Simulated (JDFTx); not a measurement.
# FeO (Wuestite) (P1) in JDFTx: single point with PBEsol

Aim: the single point of FeO (Wuestite) with PBEsol.

Everything below comes from runs of JDFTx 1.7.0 (patched build). Logs are shortened: lines on timing, memory, paths and dates and some standing lists are left out, and cuts for length are marked. The log counts tension as positive stress, the text compression.

### Step 1. The cell of the first run

The typed cell holds 2 atoms: a = 3.048 Å, b = 3.048 Å, c = 3.048 Å, α = 60.00°, β = 60.00°, γ = 60.00°.

### Step 2. Single point, PBEsol, collinear spin, ferromagnetic start (atoms moved at random, drawn with an rms of 0.05 Å)

FeO.in

```
lattice \
    0.0000000000     4.0731156890     4.0731156890 \
    4.0731156890     0.0000000000     4.0731156890 \
    4.0731156890     4.0731156890     0.0000000000
coords-type Lattice
ion Fe     0.0105020000    -0.0002270000     0.0210580000 1
ion O      0.5140650000     0.5129880000     0.4906050000 1

ion-species pseudo/Fe.upf
ion-species pseudo/O.upf
elec-cutoff 45 360
elec-ex-corr gga-PBEsol
kpoint-folding 11 11 11
elec-smearing Fermi 0.0018374661
elec-n-bands 19
spintype z-spin
initial-magnetic-moments Fe 3
elec-initial-magnetization 3 no
electronic-SCF nIterations 100 energyDiffThreshold 1e-09
electronic-minimize nIterations 30 energyDiffThreshold 1e-7
converge-empty-states yes
forces-output-coords Cartesian

dump-name run.$VAR
dump End Ecomponents EigStats BandEigs Kpoints Forces Stress ElecDensity Dtot
```

Potentials or basis: PseudoDojo-SR-PBEsol-0.4.1-standard with smoothed tails.

Launch:

```
$ jdftx -c 1 -i FeO.in -o FeO.out
```

Log:

```text
*************** JDFTx 1.7.0 (patched build) ***************

Input parsed successfully to the following command list (including defaults):
[... the input with its defaults ...]

---------- Setting up symmetries ----------

Found 48 point-group symmetries of the bravais lattice
Found 1 space-group symmetries with basis
Applied RMS atom displacement 0 bohrs to make symmetries exact.

---------- Initializing the Grid ----------
R =
[            0      4.07312      4.07312  ]
[      4.07312            0      4.07312  ]
[      4.07312      4.07312            0  ]
unit cell volume = 135.148
G =
[    -0.7713     0.7713     0.7713  ]
[     0.7713    -0.7713     0.7713  ]
[     0.7713     0.7713    -0.7713  ]
Minimum fftbox size, Smin = [  52  52  52  ]
Chosen fftbox size, S = [  54  54  54  ]

---------- Initializing tighter grid for wavefunction operations ----------
R =
[            0      4.07312      4.07312  ]
[      4.07312            0      4.07312  ]
[      4.07312      4.07312            0  ]
unit cell volume = 135.148
G =
[    -0.7713     0.7713     0.7713  ]
[     0.7713    -0.7713     0.7713  ]
[     0.7713     0.7713    -0.7713  ]
Minimum fftbox size, Smin = [  36  36  36  ]
Chosen fftbox size, S = [  36  36  36  ]

---------- Exchange Correlation functional ----------
Initalized PBEsol GGA exchange.
Initalized PBEsol GGA correlation.

---------- Setting up pseudopotentials ----------
Width of ionic core gaussian charges (only for fluid interactions / plotting) set to 0

Reading pseudopotential file 'pseudo/Fe.upf':
  'Fe' pseudopotential, 'PBESOL' functional
  Generated using ONCVPSP code by D. R. Hamann
  16 valence electrons, 4 orbitals, 6 projectors, 1001 radial grid points, with lMax = 2
    3S    l: 0   occupation:  2.0   eigenvalue: -3.445850
    3P    l: 1   occupation:  6.0   eigenvalue: -2.202177
    3D    l: 2   occupation:  6.0   eigenvalue: -0.276701
    4S    l: 0   occupation:  2.0   eigenvalue: -0.195171
  Core radius for overlap checks: 1.56 bohrs.

Reading pseudopotential file 'pseudo/O.upf':
  'O' pseudopotential, 'PBESOL' functional
  Generated using ONCVPSP code by D. R. Hamann
  6 valence electrons, 2 orbitals, 5 projectors, 936 radial grid points, with lMax = 2
    2S    l: 0   occupation:  2.0   eigenvalue: -0.874950
    2P    l: 1   occupation:  4.0   eigenvalue: -0.329796
  Core radius for overlap checks: 1.39 bohrs.

Initialized 2 species with 2 total atoms.

Folded 1 k-points by 11x11x11 to 1331 k-points.

---------- Setting up k-points, bands, fillings ----------
Adding inversion symmetry to k-mesh for non-inversion-symmetric unit cell.
Reduced to 666 k-points under symmetry.
Computing the number of bands and number of electrons
Calculating initial fillings.
nElectrons:  22.000000   nBands: 19   nStates: 1332

----- Setting up reduced wavefunction bases (one per k-point) -----
average nbasis = 1948.441 , ideal nbasis = 1948.601

---------- Setting up ewald sum ----------
Optimum gaussian width for ewald sums = 1.849939 bohr.
Real space sum over 1331 unit cells with max indices [  5  5  5  ]
Reciprocal space sum over 2197 terms with max indices [  6  6  6  ]

---------- Allocating electronic variables ----------
Initializing wave functions:  linear combination of atomic orbitals
Note: number of bands (19) exceeds available atomic orbitals (14)
Fe (M=3) pseudo-atom majority spin occupations:   s ( 1 0.5 )  p ( 3 )  d ( 5 )
Fe (M=3) pseudo-atom minority spin occupations:   s ( 1 0 )  p ( 3 )  d ( 2.5 )
O pseudo-atom occupations:   s ( 2 )  p ( 4 )
	FillingsUpdate:  mu: +1.153271503  nElectrons: 22.000000  magneticMoment: [ Abs: 0.22274  Tot: +0.22274 ]
LCAOMinimize: Iter:   0  F: -127.5827372748439075  |grad|_K:  5.916e-03  alpha:  1.000e+00
	FillingsUpdate:  mu: +1.029318162  nElectrons: 22.000000  magneticMoment: [ Abs: 0.66356  Tot: +0.66356 ]
LCAOMinimize: Iter:   1  F: -135.1935263492948138  |grad|_K:  9.873e-03  alpha:  3.104e-01  linmin: -2.074e-01  cgtest:  2.134e-01
LCAOMinimize: 	Step increased F by 6.647986e+00, reducing alpha to 1.186070e-02.
[... 22 lines of inner loops ...]
LCAOMinimize: Iter:   9  F: -137.8370116684788798  |grad|_K:  3.852e-07  alpha:  8.746e-01  linmin: -5.688e-05  cgtest:  5.682e-02
	FillingsUpdate:  mu: +0.545529307  nElectrons: 22.000000  magneticMoment: [ Abs: 4.00871  Tot: +4.00136 ]
LCAOMinimize: Iter:  10  F: -137.8370116973362940  |grad|_K:  9.936e-08  alpha:  8.090e-01  linmin:  4.032e-05  cgtest: -5.731e-04
LCAOMinimize: Converged (|Delta F|<1.000000e-06 for 2 iters).

-------- Electronic minimization -----------
Will mix electronic density at each iteration.
	FillingsUpdate:  mu: +0.545529307  nElectrons: 22.000000  magneticMoment: [ Abs: 4.00871  Tot: +4.00136 ]
	FillingsUpdate:  mu: +0.542095203  nElectrons: 22.000000  magneticMoment: [ Abs: 4.00871  Tot: +4.00136 ]
SCF: Cycle:  0   F: -137.860075615639659   dF: -2.306e-02   |Residual|: 5.440e-02   |deigs|: 7.172e-02
	FillingsUpdate:  mu: +0.535362462  nElectrons: 22.000000  magneticMoment: [ Abs: 4.01270  Tot: +4.00150 ]
SCF: Cycle:  1   F: -137.861596052853741   dF: -1.520e-03   |Residual|: 1.268e-02   |deigs|: 1.091e-02
	FillingsUpdate:  mu: +0.533653933  nElectrons: 22.000000  magneticMoment: [ Abs: 4.01354  Tot: +4.00139 ]
SCF: Cycle:  2   F: -137.861640964180253   dF: -4.491e-05   |Residual|: 6.641e-03   |deigs|: 2.514e-03
	FillingsUpdate:  mu: +0.534461690  nElectrons: 22.000000  magneticMoment: [ Abs: 4.01401  Tot: +4.00125 ]
SCF: Cycle:  3   F: -137.861659277138614   dF: -1.831e-05   |Residual|: 2.863e-03   |deigs|: 9.081e-04
	FillingsUpdate:  mu: +0.534749285  nElectrons: 22.000000  magneticMoment: [ Abs: 4.01489  Tot: +4.00136 ]
SCF: Cycle:  4   F: -137.861660382536201   dF: -1.105e-06   |Residual|: 9.377e-04   |deigs|: 4.666e-04
	FillingsUpdate:  mu: +0.534723406  nElectrons: 22.000000  magneticMoment: [ Abs: 4.01470  Tot: +4.00133 ]
SCF: Cycle:  5   F: -137.861660507143313   dF: -1.246e-07   |Residual|: 3.015e-04   |deigs|: 2.476e-04
	FillingsUpdate:  mu: +0.534695529  nElectrons: 22.000000  magneticMoment: [ Abs: 4.01455  Tot: +4.00132 ]
SCF: Cycle:  6   F: -137.861660527272221   dF: -2.013e-08   |Residual|: 1.027e-04   |deigs|: 3.792e-04
	FillingsUpdate:  mu: +0.534710818  nElectrons: 22.000000  magneticMoment: [ Abs: 4.01454  Tot: +4.00132 ]
SCF: Cycle:  7   F: -137.861660531284542   dF: -4.012e-09   |Residual|: 5.170e-05   |deigs|: 3.493e-04
	FillingsUpdate:  mu: +0.534710580  nElectrons: 22.000000  magneticMoment: [ Abs: 4.01455  Tot: +4.00132 ]
SCF: Cycle:  8   F: -137.861660532588843   dF: -1.304e-09   |Residual|: 1.215e-05   |deigs|: 3.321e-04
	FillingsUpdate:  mu: +0.534710669  nElectrons: 22.000000  magneticMoment: [ Abs: 4.01455  Tot: +4.00132 ]
SCF: Cycle:  9   F: -137.861660532755593   dF: -1.668e-10   |Residual|: 5.387e-06   |deigs|: 1.945e-04
	FillingsUpdate:  mu: +0.534710327  nElectrons: 22.000000  magneticMoment: [ Abs: 4.01455  Tot: +4.00132 ]
SCF: Cycle: 10   F: -137.861660532804365   dF: -4.877e-11   |Residual|: 2.085e-06   |deigs|: 4.427e-04
SCF: Converged (|Delta E|<1.000000e-09 for 2 iters).

Setting wave functions to eigenvectors of Hamiltonian
Converging empty states (this may take a while): |deigs|: 1.518e-03

# Stress tensor in Cartesian coordinates [Eh/a0^3]:
[    0.0003019  4.69346e-06 -2.81466e-06  ]
[  4.69346e-06  0.000283945 -4.53594e-06  ]
[ -2.81466e-06 -4.53594e-06  0.000302547  ]

# Ionic positions in lattice coordinates:
ion Fe   0.010502000000000  -0.000227000000000   0.021058000000000 1
ion O   0.514065000000000   0.512988000000000   0.490605000000000 1

# Forces in Cartesian coordinates:
force Fe  -0.001732769487407  -0.002790929544076   0.001685950479911 1
force O   0.001738688393805   0.002784070554620  -0.001691471159389 1

# Energy components:
   Eewald =      -94.9817136846763361
       EH =       37.4950322244718066
     Eloc =     -121.4308875808289656
      Enl =       -9.8981070128469941
      Exc =      -21.7763643081882883
 Exc_core =        3.8259821010716517
       KE =       68.9048194535741061
-------------------------------------
     Etot =     -137.8612388074230068
       TS =        0.0004217253813570
-------------------------------------
        F =     -137.8616605328043647

IonicMinimize: Iter:   0  F: -137.861660532804365  |grad|_K:  2.132e-03
IonicMinimize: None of the convergence criteria satisfied after 0 iterations.

#--- Lowdin population analysis ---
# oxidation-state Fe +1.144
# magnetic-moments Fe +3.627
# oxidation-state O -1.007
# magnetic-moments O +0.382

Dumping 'run.eigStats' ...
	eMin: -2.756940 at state 0 ( [ +0.000000 +0.000000 +0.000000 ] spin 1 )
	HOMO: +0.534492 at state 762 ( [ +0.090909 +0.272727 +0.181818 ] spin -1 )
	mu  : +0.534710
	LUMO: +0.534793 at state 964 ( [ +0.181818 -0.090909 -0.454545 ] spin -1 )
	eMax: +1.526325 at state 1134 ( [ +0.363636 +0.363636 +0.000000 ] spin -1 )
	HOMO-LUMO gap: +0.000301
	Optical gap  : +0.003948 at state 882 ( [ +0.181818 +0.272727 +0.090909 ] spin -1 )
Done!
```

It took 14 min on 1 thread of AMD EPYC 9R45 (Zen 5), shared host; peak memory 2.1 GiB.

What came out:

- Free energy: -3751.4069 eV
- Pressure: -8.7 GPa
- Largest force: 0.190 eV/Å
- Band gap on the k mesh: none (metal or under the smearing width)
- Net moment: 4.00 μB per cell
- Absolute moment: 4.01 μB per cell
- Site moments: Fe +3.63; O +0.38 μB
- Loewdin charges: Fe +1.14; O -1.01 e

Forces in eV/Å, atoms in the order of the input:
```
Fe  -0.089 -0.144  0.087
O    0.089  0.143 -0.087
```

Stress tensor (GPa, compression positive):
```
-8.88 -0.14  0.08
-0.14 -8.35  0.13
 0.08  0.13 -8.90
```

Levels at points of the mesh, in eV from the Fermi level:
Spin up:
```
           k point  band 10  band 11  band 12  band 13  band 14
(0.00, 0.00, 0.00)    -3.97    -3.64    -3.56    -3.48    -0.10
```
Spin down:
```tsv
k point	band 7	band 8	band 9	band 10	band 11	band 12
(0.00, 0.00, 0.00)	-3.44	-3.43	-0.73	-0.71	-0.66	0.19
```

Caveat: the atomic charges don't sum to the cell's charge; a cell with one magnetic atom can't hold antiferromagnetic order, which such compounds often take; semilocal functionals often make such compounds metallic where correlation or magnetic order opens a gap, which also shifts bond lengths.
